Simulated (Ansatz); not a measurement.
Runs of Ansatz 0.2.0 on HfN. It takes space group Fm-3m (No. 225, cubic). The conventional cell has a = 4.512 Å, b = 4.512 Å, c = 4.512 Å, α = 90.00°, β = 90.00°, γ = 90.00°. Hf (site symmetry m-3m) is surrounded by 6 N at 2.26 Å. N (site symmetry m-3m) is surrounded by 6 Hf at 2.26 Å. 

```tsv
task	level	spin	cutoff (eV)	points for each segment of the path	atoms under strain	gap on the mesh (eV)	pressure (GPa)	V0 of scaled cells (Å³/atom)	B0 (GPa)
band structure	PBE	off	420	14	-	none	(a)	-	-
equation of state	r2SCAN	off	500	-	-	-	-	(b)	282
elastic constants	PBEsol	off	420	-	relaxed	none	-1.9	-	-
band structure	PBEsol	SOC, no magnetisation	420	14	-	none	-2.3	-	-
equation of state	LDA	off	420	-	-	-	-	11.15	302
```

Alike in all rows: potentials or basis Ansatz PAW; cell as given; k mesh 10 × 10 × 10; smearing fermi-dirac 0.05 eV.

Problem. Fill in the values left out.

Solution. (a) 6.6; (b) 11.59.

Caveats: the PAW data sets come from PBE, with cores solved anew for the run's functional, which leaves a small shift of forces and pressure (some runs); spin-orbit coupling is left out, which moves the levels of the heavy elements (some runs); the PAW data sets were made with another functional, which shifts forces and pressure a little (some runs); elastic constants of metals need much finer meshes, so these are rough (some runs).

A k mesh can miss the band edges, and rows without SOC leave out spin-orbit coupling on Hf.

A gap of «none» marks a metal or a gap under the smearing width.
